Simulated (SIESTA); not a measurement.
Si2Ni under changes of volume

One of the cells (13.166 Å³/atom); the others are scaled copies at fixed shape and fractional positions:

```xyz
3
Lattice="0.0000 2.7030 2.7030 2.7030 0.0000 2.7030 2.7030 2.7030 0.0000" Properties=species:S:1:pos:R:3 pbc="T T T"
Ni    0.0000    0.0000    0.0000
Si    4.0545    4.0545    4.0545
Si    1.3515    1.3515    1.3515
```

| Quantity | Value |
| --- | --- |
| Program | SIESTA 5.4.2 |
| Functional | LDA |
| Potentials or basis | PseudoDojo 0.4 standard (LDA files) |
| Basis | DZP (energy shift 0.003 Ry; two zetas on semicore shells) |
| Grid cutoff | 800 Ry |
| Energy shift | 0.003 Ry |
| k mesh | 7 × 7 × 7 |
| Occupations | fermi-dirac, width 0.05 eV |
| Spin | collinear spin, ferromagnetic start |
| Starting moments | [1.0, 0.0, 0.0] μB |

| volume (Å³/atom) | energy over the lowest point (meV/atom) | pressure (GPa) |
| --- | --- | --- |
| 12.376 | 5.64 | 5.6 |
| 12.639 | 0.00 | 1.4 |
| 12.902 | ? | ? |
| 13.166 | 6.92 | -5.4 |
| 13.429 | 18.29 | -8.2 |
| 13.692 | 34.09 | -10.8 |
| 13.956 | 53.84 | -13.0 |

Q: What does the run at 12.902 Å³/atom give?

A: Energy over the lowest point 0.62 meV/atom; pressure -2.2 GPa.

Worked out: A Birch-Murnaghan fit of order 3 (a polynomial in V^(-2/3)) to the other rows has its minimum at 12.74 Å³/atom with B0 = V·E''(V) = 179 GPa and B' = 4.7. It gives 0.63 meV/atom at 12.902 Å³/atom, against the run's 0.62, and -dE/dV = -2.2 GPa, against -2.2.

Energies are extrapolated to zero smearing.

Caveats: short orbitals over semicore shells can move pressures by several GPa; the basis of atomic orbitals isn't converged, which shifts pressures, moduli and gaps.
